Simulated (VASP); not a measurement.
All values below come from PBE GGA, VASP's PBE PAW potentials (set 64) (plane waves; VASP).

VASP ran on this input.

File POSCAR:
```
ZrO2
1.0
  0.0000000000   2.5954670000   2.5954670000
  2.5954670000   0.0000000000   2.5954670000
  2.5954670000   2.5954670000   0.0000000000
Zr O
1 2
Direct
  0.0000000000   0.0000000000   0.0000000000
  0.2500000000   0.2500000000   0.2500000000
  0.7500000000   0.7500000000   0.7500000000
```

### KPOINTS_OPT
```
k-points along high-symmetry lines
10
Line-mode
Reciprocal
  0.000000   0.000000   0.000000 ! GAMMA
  0.500000   0.000000   0.500000 ! X

  0.500000   0.000000   0.500000 ! X
  0.625000   0.250000   0.625000 ! U

  0.375000   0.375000   0.750000 ! K
  0.000000   0.000000   0.000000 ! GAMMA

  0.000000   0.000000   0.000000 ! GAMMA
  0.500000   0.500000   0.500000 ! L

  0.500000   0.500000   0.500000 ! L
  0.500000   0.250000   0.750000 ! W

  0.500000   0.250000   0.750000 ! W
  0.500000   0.000000   0.500000 ! X
```

KPOINTS:
```
Regular mesh
0
Gamma
 11 11 11
```

**INCAR**
```
# general
SYSTEM  = ZrO2
PREC    = Accurate
ENCUT   = 400   # plane-wave cut-off (eV)
LREAL   = F   # projection in real space or not
LASPH   = T   # aspherical one-centre terms
NBANDS  = 18

# electronic loop
EDIFF   = 1E-6
NELM    = 100
ALGO    = Normal
LMAXMIX = 4   # l cut-off of mixed one-centre charges

# smearing
ISMEAR  = 0
SIGMA   = 0.02   # width (eV)

# functional
GGA     = PE

# ions
ISIF    = 2   # forces and stress, cell fixed

# output
LWAVE   = F
LCHARG  = F
```

POTCAR, in this order: Zr_sv O (PBE.64 set). Program: vasp_std.

The resulting files:

OSZICAR:
```
       N       E                     dE             d eps       ncg     rms          rms(c)
DAV:   1     0.150375961723E+03    0.15038E+03   -0.12333E+04  2024   0.111E+03
DAV:   2    -0.283192000631E+02   -0.17870E+03   -0.17399E+03  2570   0.318E+02
DAV:   3    -0.347794568598E+02   -0.64603E+01   -0.64398E+01  2668   0.589E+01
DAV:   4    -0.349767322479E+02   -0.19728E+00   -0.19716E+00  2860   0.794E+00
DAV:   5    -0.349794462466E+02   -0.27140E-02   -0.27139E-02  2474   0.920E-01    0.221E+01
DAV:   6    -0.286756676657E+02    0.63038E+01   -0.25933E+01  2070   0.401E+01    0.761E+00
DAV:   7    -0.286045069778E+02    0.71161E-01   -0.13909E+00  2742   0.827E+00    0.585E+00
DAV:   8    -0.285637849935E+02    0.40722E-01   -0.22481E-01  2092   0.445E+00    0.635E-01
DAV:   9    -0.285629343195E+02    0.85067E-03   -0.17308E-02  2718   0.965E-01    0.411E-01
DAV:  10    -0.285645221914E+02   -0.15879E-02   -0.44880E-03  2252   0.677E-01    0.191E-01
DAV:  11    -0.285646378159E+02   -0.11562E-03   -0.18672E-03  2128   0.385E-01    0.205E-01
DAV:  12    -0.285644876724E+02    0.15014E-03   -0.58002E-04  2190   0.212E-01    0.112E-02
DAV:  13    -0.285644878045E+02   -0.13207E-06   -0.81403E-06  2448   0.250E-02
   1 F= -.28564488E+02 E0= -.28564488E+02  d E =-.371737E-35
       N       E                     dE             ncg
       N       E                     dE             ncg
```

OUTCAR:
```
------------------------ aborting loop because EDIFF is reached ----------------------------------------
  FORCE on cell =-STRESS in cart. coord.  units (eV):
  Direction    XX          YY          ZZ          XY          YZ          ZX
  --------------------------------------------------------------------------------------
  Total       -3.2296353     -3.2296353     -3.2296353      0.0000000      0.0000000      0.0000000
  in kB     -147.9747215   -147.9747215   -147.9747215      0.0000000      0.0000000      0.0000000
  external PRESSURE =    -147.9747215 kB  Pullay stress =       0.0000000 kB
  volume of cell :       34.97
      direct lattice vectors                 reciprocal lattice vectors
     0.000000000  2.595467000  2.595467000    -0.192643559  0.192643559  0.192643559
     2.595467000  0.000000000  2.595467000     0.192643559 -0.192643559  0.192643559
     2.595467000  2.595467000  0.000000000     0.192643559  0.192643559 -0.192643559
 POSITION                                       TOTAL-FORCE (eV/Angst)
 -----------------------------------------------------------------------------------
      0.00000      0.00000      0.00000         0.000000      0.000000      0.000000
      1.29773      1.29773      1.29773        -0.000000      0.000000     -0.000000
      3.89320      3.89320      3.89320         0.000000     -0.000000     -0.000000
 -----------------------------------------------------------------------------------
    total drift:                               -0.000000      0.000000      0.000000
  FREE ENERGIE OF THE ION-ELECTRON SYSTEM (eV)
  ---------------------------------------------------
  free  energy   TOTEN  =       -28.5644878045 eV

  energy  without entropy=      -28.5644878045  energy(sigma->0) =      -28.56448780
```
(Selected blocks of OUTCAR.)

File OUTCAR:
```
 val. band max:        6.5348491130   @ k =  -0.4545   0.4545   0.0000

 cond. band min:       9.7605640325   @ k =   0.0000   0.0000   0.0000


 Fermi energy:         6.7050100707

 k-point     1 :       0.0000    0.0000    0.0000
  band No.  band energies     occupation
      1     -41.7987      2.00000
      2     -19.6095      2.00000
      3     -19.6095      2.00000
      4     -19.6095      2.00000
      5     -11.3473      2.00000
      6      -9.0110      2.00000
      7       1.6639      2.00000
      8       1.6639      2.00000
      9       1.6639      2.00000
     10       6.0606      2.00000
     11       6.0606      2.00000
     12       6.0606      2.00000
     13       9.7606      0.00000
     14       9.7606      0.00000
     15      12.7122      0.00000
     16      15.2519      0.00000
     17      15.2519      0.00000
     18      15.2519      0.00000

 k-point     2 :       0.0909    0.0000    0.0000
  band No.  band energies     occupation
      1     -41.7960      2.00000
      2     -19.6549      2.00000
      3     -19.6140      2.00000
      4     -19.6140      2.00000
      5     -11.2508      2.00000
      6      -9.0858      2.00000
      7       1.7393      2.00000
      8       1.7393      2.00000
      9       1.8680      2.00000
     10       5.8482      2.00000
     11       5.9076      2.00000
     12       5.9076      2.00000
     13       9.9062      0.00000
     14       9.9062      0.00000
     15      12.9972      0.00000
     16      14.9706      0.00000
     17      15.1402      0.00000
     18      15.1402      0.00000

 k-point     3 :       0.1818    0.0000    0.0000
  band No.  band energies     occupation
      1     -41.7888      2.00000
      2     -19.7723      2.00000
      3     -19.6256      2.00000
      4     -19.6256      2.00000
      5     -10.9912      2.00000
      6      -9.2684      2.00000
      7       1.9442      2.00000
      8       1.9442      2.00000
      9       2.4095      2.00000
...
```

At this cut-off the stress carries a Pulay error, which pulls relaxed volumes low.

The structure comes from a computed database's ZrO2 entry; how it stands against other phases isn't given here. The cell was not relaxed at this level. The run is one of a series of settings (NBANDS = 18 against the base run), some of them coarse on purpose.
